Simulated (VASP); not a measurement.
Set up this calculation in VASP 6.6.1, as the native input.

```yaml
Task: optical spectrum
Functional: TB-mBJ
Potentials_or_basis: VASP PAW PBE potentials, release 64 (Sn_d, S)
Cutoff: 420 eV
k_mesh: 3 × 8 × 7
Occupations: gaussian, width 0.02 eV
Spin: no spin polarisation
Further_INCAR_settings: ALGO = Normal; EDIFF = 1e-07; NBANDS = 72
```

The system is SnS.

```
CELL_PARAMETERS angstrom
11.20000 0.00000 0.00000
0.00000 3.98700 0.00000
0.00000 0.00000 4.33400
ATOMIC_POSITIONS crystal
Sn 0.11940 0.25000 0.11980
Sn 0.38060 0.75000 0.61980
Sn 0.61940 0.25000 0.38020
Sn 0.88060 0.75000 0.88020
S 0.85080 0.25000 0.47930
S 0.64920 0.75000 0.97930
S 0.35080 0.25000 0.02070
S 0.14920 0.75000 0.52070
```

These files were run (other wordings do the same):

POSCAR

```
SnS
1.0
   11.2000000000      0.0000000000      0.0000000000
    0.0000000000      3.9870000000      0.0000000000
    0.0000000000      0.0000000000      4.3340000000
Sn S
4 4
Direct
    0.1194000000      0.2500000000      0.1198000000
    0.3806000000      0.7500000000      0.6198000000
    0.6194000000      0.2500000000      0.3802000000
    0.8806000000      0.7500000000      0.8802000000
    0.8508000000      0.2500000000      0.4793000000
    0.6492000000      0.7500000000      0.9793000000
    0.3508000000      0.2500000000      0.0207000000
    0.1492000000      0.7500000000      0.5207000000
```

INCAR.step1

```
SYSTEM = SnS
PREC     = Accurate       ! precision mode
ENCUT    = 420            ! plane-wave cutoff, eV
EDIFF    = 1E-5           ! SCF threshold, eV
ISMEAR   = 0              ! smearing method
SIGMA    = 0.02           ! smearing width, eV
LREAL    = .FALSE.        ! projectors in reciprocal space
LASPH    = .TRUE.         ! aspherical terms in the spheres
NELM     = 60             ! most SCF steps
ALGO     = Normal         ! electronic algorithm
ISIF     = 2              ! what is computed and relaxed
LWAVE    = .TRUE.         ! write WAVECAR
LCHARG   = .FALSE.        ! write CHGCAR
NBANDS   = 72             ! bands
GGA      = PE             ! functional
```

INCAR.step2

```
SYSTEM = SnS
PREC     = Accurate       ! precision mode
ENCUT    = 420            ! plane-wave cutoff, eV
EDIFF    = 1E-7           ! SCF threshold, eV
ISMEAR   = 0              ! smearing method
SIGMA    = 0.02           ! smearing width, eV
LREAL    = .FALSE.        ! projectors in reciprocal space
LASPH    = .TRUE.         ! aspherical terms in the spheres
NELM     = 60             ! most SCF steps
ALGO     = Normal         ! electronic algorithm
ISIF     = 2              ! what is computed and relaxed
LWAVE    = .FALSE.        ! write WAVECAR
LCHARG   = .FALSE.        ! write CHGCAR
METAGGA  = MBJ            ! meta-GGA
LOPTICS  = .TRUE.         ! frequency-dependent dielectric function
NBANDS   = 72             ! bands
NEDOS    = 2000           ! points of the DOS
CSHIFT   = 0.1          
ISTART   = 1
```

KPOINTS

```
regular mesh
0
G
  3 8 7
  0 0 0
```

Potentials or basis: VASP PAW PBE potentials, release 64 (Sn_d, S).

Run with:

```console
$ cat potpaw_PBE.64/Sn_d/POTCAR potpaw_PBE.64/S/POTCAR > POTCAR
$ cp INCAR.step1 INCAR
$ mpirun -np 1 vasp_std > vasp.out
$ cp INCAR.step2 INCAR
$ mpirun -np 1 vasp_std > vasp.out
```

It gave:

The band gap on the k mesh is 1.22 eV, indirect (least direct gap 1.63 eV).

Caveat: spectra need much finer meshes, so this one isn't converged; independent-particle spectra lack excitons; spin-orbit coupling is left out, which moves the levels of the heavy elements; an odd mesh through Γ misses points on the zone boundary, where band edges often lie.

It took 15 min on 1 thread of Intel(R) Xeon(R) 6975P-C (Granite Rapids), with other jobs on the host, peak memory 0.8 GiB.
